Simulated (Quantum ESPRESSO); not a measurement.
**Bi and the effect of the dispersion correction**

The cell as given:

```cif
data_structure
_symmetry_space_group_name_H-M 'P 1'
_symmetry_Int_Tables_number 1
_cell_length_a 3.4319
_cell_length_b 3.4319
_cell_length_c 3.4319
_cell_angle_alpha 109.471
_cell_angle_beta 109.471
_cell_angle_gamma 109.471
_cell_volume 31.12
loop_
_atom_site_label
_atom_site_type_symbol
_atom_site_fract_x
_atom_site_fract_y
_atom_site_fract_z
_atom_site_occupancy
Bi1 Bi 0.00000 0.00000 0.00000 1
```

This isn't the form of Bi at room conditions, which is rhombohedral.

Kept alike: task relaxation of cell and atoms; functional PBEsol; k mesh 9 × 9 × 9; occupations fermi-dirac, width 0.05 eV; no spin polarisation. Program: Quantum ESPRESSO, PseudoDojo 0.4.1 SR PBEsol standard, cutoff 898 eV. The mesh is that of the run's cell of 1 atom. No spin-orbit coupling.

| dispersion correction | volume (Å³/atom) |
| --- | --- |
| D3(zero) | 29.607 |
| D3(BJ) | 28.744 |
| none | 30.071 |
| rVV10 | 28.954 |

The relaxations keep at least the cell's symmetry (Im-3m). For a metal such a mesh leaves the last digits unconverged. Relaxations stop with a little pressure left, so the last digits of a volume or edge aren't settled.

Q: What does the dispersion correction change here?

A: The volume runs from 28.744 (D3(BJ)) to 30.071 Å³/atom (none). Against no correction: D3(zero) -1.5 %; D3(BJ) -4.4 %; rVV10 -3.7 %. Dispersion terms mostly attract and so lower the volume; the schemes' coefficients and damping set how far.
